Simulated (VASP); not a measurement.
A run of VASP 6.6.1 is set up as follows.

File INCAR:

```
ALGO = Normal
EDIFF = 1E-6
ENCUT = 520
GGA = PS
ISIF = 2
ISMEAR = 0
LASPH = T
LCHARG = F
LREAL = F
LWAVE = F
NBANDS = 14
NELM = 100
PREC = Accurate
SIGMA = 0.05
```

The input KPOINTS:

```
k-points
0
Gamma
  8 8 8
```

The input POSCAR:

```
NaF
1.0
    0.0000000000      2.3233000000      2.3233000000
    2.3233000000      0.0000000000      2.3233000000
    2.3233000000      2.3233000000      0.0000000000
Na F
1 1
Direct
   -0.0124252199     -0.0124252199     -0.0124252199
    0.5000000000      0.5000000000      0.5000000000
```

Potentials or basis: VASP PAW PBE potentials, release 64 (Na_pv, F).

The run is started by

```bash
$ cat potpaw_PBE.64/Na_pv/POTCAR potpaw_PBE.64/F/POTCAR > POTCAR
$ mpirun -np 1 vasp_std > vasp.out
```

(1) Predict the band gap on the k mesh.

(2) Estimate the largest force.

(3) Estimate the pressure.

## Answers

(1) 6.12 eV, direct.

(2) 0.217 eV/Å.

(3) -0.3 GPa.

Caveat: the PAW data sets were made with another functional, which shifts forces and pressure a little.
